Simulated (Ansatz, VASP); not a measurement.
Two plane-wave programs on Be

```
Be
1.0
     2.29950    0.00000    0.00000
    -1.14975    1.99143    0.00000
     0.00000    0.00000    3.60090
Be
2
Direct
  0.33333 0.66667 0.29166
  0.66667 0.33333 0.75000
```

Change from the starting cell: one atom moved.

Alike in both runs: task single point; functional PBEsol; k mesh 18 × 18 × 10; occupations gaussian, width 0.1 eV; no spin polarisation.

|  | VASP | Ansatz |
| --- | --- | --- |
| version | VASP 6.6.1 | Ansatz 0.2.0 |
| potentials or method | VASP PAW PBE potentials, release 64 (Be) | scalar-relativistic, plane waves, PAW |
| plane-wave cutoff (eV) | 520 | 420 |
| valence electrons in the cell | 4 | 4 |

|  | VASP | Ansatz | Ansatz less VASP |
| --- | --- | --- | --- |
| gap on the k mesh at the Fermi level (eV) | none | none | - |
| pressure (GPa) | -3.6 | -4.0 | -0.34 |
| largest component of the traceless stress (GPa) | 3.27 | 3.23 | -0.042 |
| rms of the force components (eV/Å) | 0.650 | 0.640 | -0.0098 |

Atom by atom the forces differ by 0.010 eV/Å (rms over components). A gap of «none» marks a metal or a gap that the smearing closes. With one functional, cell and mesh, what is left measures potentials, basis and numerics.

Caveats: the PAW data sets were made with another functional, which shifts forces and pressure a little (VASP).
